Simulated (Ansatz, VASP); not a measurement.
## Two plane-wave programs on HfN

File INCAR:

```
PREC = Accurate
ENCUT = 520
EDIFF = 1E-7
ISMEAR = 0
SIGMA = 0.15
LREAL = F
LASPH = T
NELM = 60
ALGO = Fast
ISIF = 2
LWAVE = F
LCHARG = F
NBANDS = 14
```

Contents of KPOINTS:

```
regular mesh
0
Gamma
  18 18 18
```

File POSCAR:

```
HfN
1.0
    0.0000000000      2.3182987500      2.3182987500
    2.2590000000      0.0592987500      2.2590000000
    2.2590000000      2.2590000000      0.0592987500
Hf N
1 1
Direct
    0.0000000000      0.0000000000      0.0000000000
    0.5000000000      0.5000000000      0.5000000000
```

Input for Ansatz:

```yaml
crystal:
  lattice:
    - [0.0, 2.31829875, 2.31829875]
    - [2.259, 0.05929875, 2.259]
    - [2.259, 2.259, 0.05929875]
  atoms:
    - { symbol: Hf, position: [0.0, 0.0, 0.0] }
    - { symbol: "N", position: [0.5, 0.5, 0.5] }
basis:
  ecutwfc: 420
kpoints:
  mp_grid: { grid: [18, 18, 18] }
hamiltonian:
  xc: lda
scf:
  occupations: { method: gaussian, width: 0.15 }
output:
  forces: true
  stress: true
  eigenvalues: true
```

Change from the starting cell: strain +0.0525 x Voigt [0, 0, 0, 1, 0, 0], atoms carried along.

Alike in both runs: task single point; functional LDA; k mesh 18 × 18 × 18; occupations gaussian, width 0.15 eV; no spin polarisation.

|  | VASP | Ansatz |
| --- | --- | --- |
| version | VASP 6.6.1 | Ansatz 0.2.0 |
| potentials or method | VASP PAW LDA potentials, release 64 (Hf_pv, N) | scalar-relativistic, plane waves, PAW |
| plane-wave cutoff (eV) | 520 | 420 |
| valence electrons in the cell | 15 | 31 |

VASP gave:

| Item | Value |
| --- | --- |
| gap on the k mesh at the Fermi level (eV) | none |
| pressure (GPa) | -10.4 |
| largest component of the traceless stress (GPa) | 6.62 |

Problem. What did Ansatz give for the same quantities?

Solution. gap on the k mesh at the Fermi level (eV): none; pressure (GPa): -9.1; largest component of the traceless stress (GPa): 6.51.

A gap of «none» marks a metal or a gap that the smearing closes. The two sets of potentials don't hold the same shells in valence.

The runs have no spin-orbit coupling, so splittings on Hf are missing.
